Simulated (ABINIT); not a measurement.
Runs of ABINIT 10.8.3 (patched build) on HfO2. The structure is cubic, space group Fm-3m (No. 225). The conventional cell has a = 5.115 Å, b = 5.115 Å, c = 5.115 Å, α = 90.00°, β = 90.00°, γ = 90.00°. Around Hf (site symmetry m-3m) lie 8 O at 2.21 Å. Around O (site symmetry -43m) lie 4 Hf at 2.21 Å. Measurements of this composition are mostly on another form, of space group No. 14.

```tsv
task	level	potentials or basis	k mesh	smearing	share of exact exchange	most SCF steps	stop of the response cycle (tolvrs)	acoustic sum rule (asr)	mesh quality	gap on the mesh (eV)
single point	HSE06	SPMS NC PBE v1.0	3 × 3 × 3	fermi-dirac 0.05 eV	0.25	60	-	-	coarse	6.19
single point	HSE06	SPMS NC PBE v1.0	3 × 3 × 3	fermi-dirac 0.05 eV	0.15	60	-	-	coarse	(a)
single point	HSE06	SPMS NC PBE v1.0	3 × 3 × 3	fermi-dirac 0.05 eV	0.05	60	-	-	coarse	4.79
single point	PBE	PseudoDojo NC SR PBE v0.4.1 standard	7 × 7 × 7	fermi-dirac 0.05 eV	-	-	-	-	not flagged	3.95
```

Alike in all rows: no spin polarisation; cell as given; cutoff (eV) 952.

**Question.** Fill in the values left out.

**Answer.** (a) 5.48.

Caveats: some runs use coarse meshes; spin-orbit coupling is left out, which moves the levels of the heavy elements; an odd mesh through Γ misses points on the zone boundary, where band edges often lie; exact exchange is summed on a coarse mesh, which widens gaps by tenths of an eV (some runs); Libxc's HSE differs a little from that of other programs (some runs).

A k mesh can miss the band edges, and the runs leave out spin-orbit coupling on Hf.
